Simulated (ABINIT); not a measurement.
Nb:

```
Nb
1.0
    -1.66395    1.66395    1.66395
     1.66395   -1.66395    1.66395
     1.66395    1.66395   -1.66395
Nb
1
Cartesian
  0.0000 0.0000 0.0000
```

Program: ABINIT 10.8.3 (patched build). Alike in all runs: cell as given; smearing fermi-dirac 0.05 eV. Hardware: 1 thread of Intel(R) Xeon(R) Platinum 8259CL CPU @ 2.50GHz (Skylake/Cascade Lake) (shared host).

Task: Order these runs on this cell by their wall time, lowest first.
A. task single point; level LDA; potentials or basis JTH PAW LDA v2.0; spin off; k mesh 14 × 14 × 14; cutoff (eV) 408; fine-grid cutoff 816.342 eV; mesh quality not flagged
B. task single point; level LDA; potentials or basis JTH PAW LDA v2.0; spin off; k mesh 7 × 7 × 7; cutoff (eV) 408; fine-grid cutoff 816.342 eV; mesh quality coarse
C. task band structure; level WC; potentials or basis JTH PAW PBE v2.0; spin SOC, no magnetisation; k mesh 11 × 11 × 11; cutoff (eV) 435; fine-grid cutoff 870.764 eV; mesh quality not flagged

Result: B (3.3 s), A (12 s), C (45 s).

Caveats: some runs use coarse meshes.

Runs at the PBE level aren't shown here.
